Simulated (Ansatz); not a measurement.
Structure search: one LiF candidate

These are results of DFT PBE, scalar-relativistic, plane waves, PAW in Ansatz, not measurements. Cutoff 420 eV, Gaussian smearing, Γ-centred meshes. Cell and atoms relax first on a coarse mesh and then on a converged one. In between, the cell is made exact in the group found at 0.06 Å. The steps can't lower the symmetry of their start. No spin polarisation.

The guess for LiF was made by a generator: 3-connected net, two elements alternating (P6_122, No. 178). Its size is a rough estimate.

Space group P6_122 (No. 178). a = 4.877 Å, b = 4.877 Å, c = 8.277 Å, α = 90.00°, β = 90.00°, γ = 120.00°
| atom | site | symmetry | x | y | z |
| --- | --- | --- | --- | --- | --- |
| Li | 6b | ..2 | 0.8000 | 0.4000 | 0.0833 |
| F | 6b | ..2 | 0.6000 | 0.2000 | 0.2500 |

The zero of energy is the elements' standard structures at the same level (F₂ as a molecule); no fitted shifts are applied.

Problem. Which structure results?

Solution. The symmetry stays P6_122 (No. 178). The volume per atom grows by 16.4 %, from 14.2 to 16.5 Å³. The shortest distance goes from 1.69 Å (Li–F) to 1.80 Å (Li–F). The ratio c/a of the conventional cell changes by a factor of 1.11. The energy falls by about 0.07 eV/atom (the start's value is from the coarse mesh). Conventional cell: a = 4.958 Å, c = 9.328 Å. Around Li lie 3 F at 1.80–1.81 Å; around F lie 3 Li at 1.80–1.81 Å.

```cif
data_structure
_symmetry_space_group_name_H-M 'P6_122'
_symmetry_Int_Tables_number 178
_cell_length_a 4.9578
_cell_length_b 4.9578
_cell_length_c 9.3281
_cell_angle_alpha 90.000
_cell_angle_beta 90.000
_cell_angle_gamma 120.000
_cell_volume 198.56
loop_
_atom_site_label
_atom_site_type_symbol
_atom_site_symmetry_multiplicity
_atom_site_Wyckoff_symbol
_atom_site_fract_x
_atom_site_fract_y
_atom_site_fract_z
_atom_site_occupancy
Li1 Li 6 b 0.80182 0.40091 0.08333 1
F1 F 6 b 0.61222 0.22443 0.25000 1
```

Problem. How does it come out in energy, and is it a metal?

Solution. The formation energy is −2.807 eV/atom. The gap on the 6×6×4 mesh of the 12-atom cell is 6.04 eV.

The last run used Gaussian smearing of 0.02 eV. Kohn–Sham gaps at this level usually fall short of measured ones. A structure relaxed within its symmetry needn't be a true minimum. Another cell of LiF relaxed alike, in Fm-3m, lies 138 meV/atom lower, so this cell isn't the stable form at this level.
